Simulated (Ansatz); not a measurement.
Sn: which structure is lowest?

The calculation used Ansatz 0.2.0, DFT, PBE, plane waves (420 eV) with PAW, scalar-relativistic.

Each structure is relaxed within its own symmetry, so a high-lying one may be dynamically unstable.

```
          structure  ΔE (meV/atom)  V (Å³/atom)                                     cell     magnetic state
 alpha-Sn (diamond)              0        36.89                              a = 6.658 Å  spin not included
beta-Sn (white tin)             42        28.43   a = 5.956 Å, c = 3.206 Å (c/a = 0.538)  spin not included
                hcp             59        27.73   a = 3.377 Å, c = 5.615 Å (c/a = 1.663)  spin not included
               dhcp             62        27.85  a = 3.389 Å, c = 11.198 Å (c/a = 3.304)  spin not included
                fcc             63        28.03                              a = 4.822 Å  spin not included
  omega (AlB2-type)             67        27.86   a = 5.410 Å, c = 3.298 Å (c/a = 0.610)  spin not included
                bcc             71        27.59                              a = 3.807 Å  spin not included
       simple cubic             75        29.32                              a = 3.084 Å  spin not included
                A15            125        28.76                              a = 6.128 Å  spin not included
```

ΔE counts from alpha-Sn (diamond).

Differences under about 8 meV lie within the error of the k-point mesh.
